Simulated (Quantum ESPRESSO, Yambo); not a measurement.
# A GW chain in Yambo: ZrSe2 (1T monolayer), part 2 of 3

How does a plane-wave GW calculation on ZrSe2 (1T monolayer) run from the first input to the gap?

Quantum ESPRESSO 7.5 and Yambo 5.3.0; PBE and many-body steps on it, plane waves. Known limits of the many-body steps: not at the basis limit; no spin-orbit coupling.

So far. Step 2 (Ground state): The gap is indirect, with the least direct gap 0.58 eV higher. Step 3 (Bands along the symmetry lines): The gap is 0.530 eV, −0.021 eV from the run before at this level.

## 4. Empty states on the mesh, 6×6×1 mesh, 124 bands

Level of this step: DFT, PBE, plane waves, norm-conserving pseudopotentials (Quantum ESPRESSO).

The sums over transitions need many empty states on a uniform mesh; this step solves for them.

pw.in

```
&control
  calculation = 'nscf'
  prefix = 'x'
  outdir = 'o'
  pseudo_dir = 'pseudo'
/
&system
  ibrav = 0
  nat = 3
  ntyp = 2
  ecutwfc = 104.0
  nbnd = 124
  force_symmorphic = .true.
/
&electrons
  conv_thr = 1e-9
  electron_maxstep = 80
  diago_full_acc = .true.
  diago_thr_init = 5e-6
/
ATOMIC_SPECIES
  Zr 91.224 Zr.upf
  Se 78.971 Se.upf
CELL_PARAMETERS angstrom
  3.8082339048 -0.0000000002 0.0000000000
  -1.9041169522 3.2980273052 0.0000000000
  0.0000000000 0.0000000000 16.0000000000
ATOMIC_POSITIONS crystal
  Zr 0.0000000000 0.0000000000 0.5000000000
  Se 0.3333333333 0.6666666667 0.5985386119
  Se 0.6666666667 0.3333333333 0.4014613881
K_POINTS automatic
  6 6 1 0 0 0
```

Command:

```sh
> OMP_NUM_THREADS=1 mpirun -n 4 pw.x -nk 4 -in pw.in > pw.out
```

What it wrote:

```text
[banner, memory and clock lines left out]
Program PWSCF v.7.5 starts

     Atomic positions and unit cell read from directory:
     o/x.save/

     Message from routine setup:
     using ibrav=0 with symmetry is DISCOURAGED, use correct ibrav instead

     G-vector sticks info

     bravais-lattice index     =            0
     lattice parameter (alat)  =       7.1965  a.u.
     unit-cell volume          =    1356.1085 (a.u.)^3
     number of atoms/cell      =            3
     number of atomic types    =            2
     number of electrons       =        60.00
     number of Kohn-Sham states=          124
     kinetic-energy cutoff     =     104.0000  Ry
     charge density cutoff     =     416.0000  Ry
     Exchange-correlation= PBE
                           (   1   4   3   4   0   0   0)

     celldm(1)=   7.196519  celldm(2)=   0.000000  celldm(3)=   0.000000
     celldm(4)=   0.000000  celldm(5)=   0.000000  celldm(6)=   0.000000

     crystal axes: (cart. coord. in units of alat)
               a(1) = (   1.000000  -0.000000   0.000000 )
               a(2) = (  -0.500000   0.866025   0.000000 )
               a(3) = (   0.000000   0.000000   4.201423 )

     reciprocal axes: (cart. coord. in units 2 pi/alat)
               b(1) = (  1.000000  0.577350 -0.000000 )
               b(2) = (  0.000000  1.154701 -0.000000 )
               b(3) = ( -0.000000 -0.000000  0.238015 )
     Pseudo is Norm-conserving + core correction, Zval = 12.0
     Generated using ONCVPSP code by D. R. Hamann
     Using radial grid of 1622 points,  6 beta functions with:
     Pseudo is Norm-conserving + core correction, Zval = 24.0
     Generated using ONCVPSP code by D. R. Hamann
     Using radial grid of 1214 points,  6 beta functions with:
     Zr               12.00    91.22400     Zr( 1.00)
     Se               24.00    78.97100     Se( 1.00)

     12 Sym. Ops., with inversion, found

   Cartesian axes

     site n.     atom                  positions (alat units)
         1        Zr     tau(   1) = (   0.0000000   0.0000000   2.1007113  )
         2        Se     tau(   2) = (  -0.0000000   0.5773503   2.5147137  )
         3        Se     tau(   3) = (   0.5000000   0.2886751   1.6867089  )

     number of k points=     7
                       cart. coord. in units 2pi/alat
        k(    1) = (   0.0000000   0.0000000   0.0000000), wk =   0.0555556
        k(    2) = (   0.0000000   0.1924501   0.0000000), wk =   0.3333333
        k(    3) = (   0.0000000   0.3849002   0.0000000), wk =   0.3333333
        k(    4) = (  -0.0000000  -0.5773503   0.0000000), wk =   0.1666667
        k(    5) = (   0.1666667   0.2886751   0.0000000), wk =   0.3333333
        k(    6) = (   0.1666667   0.4811252   0.0000000), wk =   0.6666667
        k(    7) = (   0.3333333   0.5773503   0.0000000), wk =   0.1111111

     Dense  grid:   194387 G-vectors     FFT dimensions: (  48,  48, 200)

     The potential is recalculated from file :
     o/x.save/charge-density

     Starting wfcs are   36 randomized atomic wfcs +   88 random wfcs

     Band Structure Calculation

     End of band structure calculation

          k = 0.0000 0.0000 0.0000 ( 24297 PWs)   bands (ev):

  -206.9615-206.9615-146.4448-146.4448-146.4448-146.4448-146.4402-146.4402
   -49.3027 -46.6269 -46.6269 -46.6267 -46.6267 -46.6192 -46.6192 -46.6189
   -46.6189 -46.6155 -46.6154 -27.3339 -27.2309 -27.2309 -12.7085 -11.8333
    -3.8019  -2.3171  -2.3171  -0.9055   0.1713   0.1713   1.3002   1.3002
[...]
[... 4 further rows ...]
[...]
33.6856  34.3077  34.3077  34.5024

          k = 0.0000 0.1925 0.0000 ( 24348 PWs)   bands (ev):

  -206.9615-206.9615-146.4448-146.4448-146.4448-146.4448-146.4402-146.4402
[...]
[... 4 further rows ...]
[...]
34.0155  34.6425  35.0279  35.4183

          k = 0.0000 0.3849 0.0000 ( 24272 PWs)   bands (ev):

  -206.9615-206.9615-146.4448-146.4448-146.4448-146.4448-146.4402-146.4402
[...]
20.9462  20.9593  21.4858  21.6412  22.2243  22.4484  22.7003  22.8645
     [... 4 further rows ...]
    31.7018  32.4844  32.7698  32.8043  32.9897  33.6780  33.7129  33.7595
    34.0867  34.2083  34.3553  34.5402

          k =-0.0000-0.5774 0.0000 ( 24312 PWs)   bands (ev):

     [... further k-points ...]

     highest occupied, lowest unoccupied level (ev):     0.1713    0.7009

     XML data file, pseudopotentials, collected wavefunctions
```

Wall time 56 s (4 MPI ranks of Arm Neoverse V1, shared host); peak memory 1.4 GiB; 3.8 min of CPU time.

This step gave:

| Item | Value |
| --- | --- |
| gap | 0.5296 eV |
| k of the valence top | 0, 0, 0 |
| k of the conduction bottom | 0, -0.5, 0 |
| least direct gap | 1.129 eV |
| k points computed | 7 |
| lowest point of the top converged band, above the valence top | 34.33 eV |

On this mesh the gap is 0.530 eV.

## 5. Conversion and set-up

This step: Yambo 5.3.0; conversion and set-up on PBE, plane waves, norm-conserving pseudopotentials.

The states are converted to the many-body program's format and the q mesh is built.

Command:

```sh
> (cd o/x.save; p2y > p2y.log; mv SAVE ../..); yambo > setup.log
```

What it wrote:

```text
 Yambo, version 5.3.0

 [02] CORE Variables Setup
 =========================

  [02.01] Unit cells
  ==================

  Cell kind             :  HCP
  Atoms in the cell     :  Zr  Se
  number of Zr atoms    :  1
  number of Se atoms    :  2

  List of atomic masses
  Mass of Zr    :  91.22400
  Mass of Se    :  78.97100

  List of atomic coordinates    : [cc]
  Zr1       :   0.00000   0.00000  15.11781  order 1
  Se1       : -0.10786E-09   4.1549       18.097      order 2
  Se2       :   3.59826   2.07746  12.13843  order 3

  Alat factors          :   7.19652   6.23237  30.23562 [a.u.]
  Direct lattice volume :   1356.11    [a.u.]
  Direct lattice vectors:  A[ 1 ]  A[ 2 ]  A[ 3 ]
   A[ 1 ]:   1.0000     -0.60642E-10   0.0000      [iru]
    7.1965     -0.37795E-09   0.0000      [cc]
   A[ 2 ]: -0.500000  1.000000  0.000000  [iru]
  -3.598260  6.232368  0.000000  [cc]
   A[ 3 ]:  0.000000  0.000000  1.000000  [iru]
    0.00000   0.00000  30.23562  [cc]

  Recip. lattice volume :  0.182913 [a.u.]
  Recip. lattice vectors:  B[ 1 ]  B[ 2 ]  B[ 3 ]
   B[ 1 ]:  1.000000  0.500000  0.000000  [iku]
   0.873087  0.504077 -0.000000  [cc]
   B[ 2 ]:  0.60642E-10   1.0000       0.0000      [iku]
   0.52946E-10   1.0082      -0.0000      [cc]
   B[ 3 ]:  0.000000  0.000000  1.000000  [iku]
  -0.000000 -0.000000  0.207807  [cc]

  [02.02] Symmetries
  ==================

  Inversion symmetry    : yes
  Spatial inversion     : yes
  Inversion index       :   7
  K-space Time-reversal : no
  Magnetic symmetries   : no
  Group table correct   : yes
  Symmetries units      :  [cc]

   [S  1]:   1.0000      0.33434E-27   0.0000      0.10132E-15   1.0000       0.0000       0.0000       0.0000       1.0000
   [S  2]:   1.0000     -0.10504E-09   0.0000     -0.12128E-09  -1.0000       0.0000       0.0000       0.0000      -1.0000
   [S  3]: -0.500000  0.866025  0.000000 -0.866025 -0.500000  0.000000  0.000000  0.000000  1.000000
[...]
[S 11]:  0.500000  0.866025  0.000000  0.866025 -0.500000  0.000000  0.000000  0.000000  1.000000
   [S 12]:  0.500000 -0.866025  0.000000 -0.866025 -0.500000  0.000000  0.000000  0.000000  1.000000

  [02.03] Reciprocal space
  ========================

  nG shells         :   8515
  nG charge         :  194387
  nG WFs            :  28469
  nC WFs            :  24348
  G-vecs. in first 80 shells:  [ Number ]
     1    3    5    7    9   15   27   29   41
    53   55   67   79   81   93   95  101  113
   125  137  149  151  163  175  181  193  205
[...]
787   811   823   835   837   849   861   885
  ...
  Shell energy in first 80 shells:  [ mHa ]
[...]
4137.19      4157.23      4191.94      4232.02      4334.62      4573.68      4595.27      4615.31      4633.80
    4645.37      4660.05      4740.21      4768.01      4858.19      4919.15      4939.19      5113.48      5141.99
[...]
K/Q-points units:
  rlu = crystal or reduced units; cc = cartesian coordinates; iku = interal k-units

  K [1]          [rlu]:  0.000000  0.000000  0.000000
         WF components:  24297
  K [2]          [rlu]:  0.57943E-26  0.16667       0.0000
         WF components:  24348
  K [3]          [rlu]: -0.45673E-26  0.33333       0.0000
         WF components:  24272
  K [4]          [rlu]:  0.86285E-26 -0.50000       0.0000
         WF components:  24312
  K [5]          [rlu]:  0.166667  0.166667  0.000000
         WF components:  24300
  K [6]          [rlu]:  0.166667  0.333333  0.000000
         WF components:  24254
  K [7]          [rlu]:  0.333333  0.333333  0.000000
         WF components:  24216

  [02.05] Energies & Occupations
  ==============================

  [X] === General ===
  [X] Electronic Temperature                        :  0.000000  0.000000 [eV K]
  [X] Bosonic    Temperature                        :  0.000000  0.000000 [eV K]
  [X] Finite Temperature mode                       : no
  [X] El. density                                   :  0.29857E+24 [cm-3]
  [X] Fermi Level                                   :  0.171315 [eV]

  [X] === Gaps and Widths ===
  [X] Conduction Band Min                           :  0.529602 [eV]
  [X] Valence Band Max                              :  0.000000 [eV]
  [X] Filled Bands                                  :  30
  [X] Empty Bands                                   :   31  124
  [X] Direct Gap                                    :  1.128933 [eV]
  [X] Direct Gap localized at k                     :  1
  [X] Indirect Gap                                  :  0.529602 [eV]
  [X] Indirect Gap between kpts                     :   1   4
  [X] Last valence band width                       :  1.924902 [eV]
  [X] 1st conduction band width                     :  1.311303 [eV]

  E @ K [1]:  [eV]
  -207.1328 -207.1328 -146.6161 -146.6161 -146.6161 -146.6161 -146.6115 -146.6115
[...]
occ @ K [1]
[...]
E @ K [2]:  [eV]
[...]
occ @ K [2]
[...]
E @ K [3]:  [eV]
[...]
occ @ K [3]
[...]
E @ K [4]:  [eV]
[...]
occ @ K [4]
[...]
E @ K [5]:  [eV]
[...]
occ @ K [5]
[...]
E @ K [6]:  [eV]
[...]
occ @ K [6]
[...]
E @ K [7]:  [eV]
[...]
occ @ K [7]
[...]
0.000000  0.000000  0.000000  0.000000  0.000000  0.000000  0.000000  0.000000
   0.000000  0.000000  0.000000  0.000000  0.000000  0.000000  0.000000  0.000000

 [03] Transferred momenta grid and indexing
 ==========================================

 IBZ Q-points                                      :   7
 BZ  Q-points                                      :   36

 K/Q-points units:
 rlu = crystal or reduced units; cc = cartesian coordinates; iku = interal k-units

 Q [1]          [rlu]:  0.000000  0.000000  0.000000
 Q [2]          [rlu]:  0.19499E-16  0.16667       0.0000
 Q [3]          [rlu]:  0.38998E-16  0.33333       0.0000
 Q [4]          [rlu]: -0.58497E-16 -0.50000       0.0000
 Q [5]          [rlu]:  0.166667  0.166667  0.000000
 Q [6]          [rlu]:  0.166667  0.333333  0.000000
 Q [7]          [rlu]:  0.333333  0.333333  0.000000

  [03.01] X indexes
  =================

   [03.01.01] Sigma indexes
   ========================

 [06] Game Over & Game summary
```

Wall time 4 s (1 MPI rank); peak memory 0.27 GiB.

(Continued in part 3 of 3.)

[Paths, hosts, dates, memory and timing lines, banners, echoed tables and standing remarks are left out of the program output.]

[Logs are printed without paths, hosts, clocks, repeated set-up lines and the standing remarks that a program may print on its own settings, such as how far it seeks lower states.]

[Runs of the session that timed out or met a known fault of the program may be left out.]

[Hosts, paths, dates, database ids (printed as entryN), source tags and the programs' standing remarks are cut or masked in the printed files.]
